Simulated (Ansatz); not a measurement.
## A strain series on ZrS2 (CdI2 type): epitaxial in the xy plane

ZrS2 in the CdI2-type structure, relaxed with r2SCAN+rVV10 in Ansatz, then strained (epitaxial in the xy plane; changes of length per length, axes as in the cell below) with the atoms relaxed again within the symmetry that is left. The symmetry is P-3m1 (No. 164, trigonal); conventional cell a = 3.674 Å, c = 5.857 Å, 22.83 Å³ an atom. Zr has 6 S at 2.57 Å; S has 3 Zr at 2.57 Å. (Simulation; spin polarisation is off.)

```
Zr S
1.0
     3.67440    0.00000    0.00000
    -1.83720    3.18212    0.00000
     0.00000    0.00000    5.85686
Zr S
1 2
Direct
  0.00000 0.00000 0.00000
  0.33333 0.66667 0.24623
  0.66667 0.33333 0.75377
```

Gaps are the least over each mesh (PBE 12×12×4, r2SCAN 12×12×4, HSE06 6×6×4 when unstrained) and the special points, which keep their unstrained names.

```
strain (%)  free normal strain (%)  gap, PBE (eV)  gap, r2SCAN (eV)  gap, HSE06 (eV)    edges, HSE06
      -5.0                   +2.13          0.318             0.617            1.032           Γ → L
      -4.0                   +1.78          0.484             0.790            1.219           Γ → L
       0.0                    0.00          0.877             1.181            1.667  Γ–M (0.17) → L
      +3.0                   -1.50          1.006             1.309            1.818  Γ–K (0.03) → L
```

Between zero and the nearest strains the slope of the HSE06 gap against strain is +0.112 eV per percent for negative and +0.050 for positive strain.

Where an edge lies off the special points, it is a point of the mesh or the k point where a search put PBE's edge or least direct gap, reused for the other functionals, whose own edges may lie a little apart.

The meshes of the hybrids are coarse, so their gaps aren't converged to the digits shown.
